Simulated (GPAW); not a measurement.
Runs of GPAW 26.7.0 on V. Symmetry: Im-3m, No. 229, cubic system. Conventional cell: a = 3.029 Å, b = 3.029 Å, c = 3.029 Å, α = 90.00°, β = 90.00°, γ = 90.00°. V (site symmetry m-3m) is surrounded by 8 V at 2.62 Å. 

```tsv
task	level	potentials or basis	U	band path	band points	eigensolver	pressure (GPa)	moment (μB)
band structure	r4SCAN	GPAW PAW data sets (gpaw-data 1.2.1), pw	-	GHNGPH,PN	60	-	-6.9	0.00
band structure	BLYP	PAW data sets generated in the run's folder for this functional, pw	-	GHNGPH,PN	60	davidson	0.4	0.00
band structure	r2SCAN	GPAW PAW data sets (gpaw-data 1.2.1), pw	-	GHNGPH,PN	100	-	-5.2	0.00
band structure	PBE	PAW data sets generated in the run's folder for this functional, pw	-	GHNGPH,PN	100	-	(a)	0.00
```

Alike in all rows: spin collinear, ferromagnetic start; cell as given; k mesh 10 × 10 × 10; cutoff (eV) 600; smearing fermi-dirac 0.05 eV.

Estimate the missing entries.

(a) -3.7.

Caveats: the PAW data sets were made with another functional, which shifts forces and pressure a little (some runs).
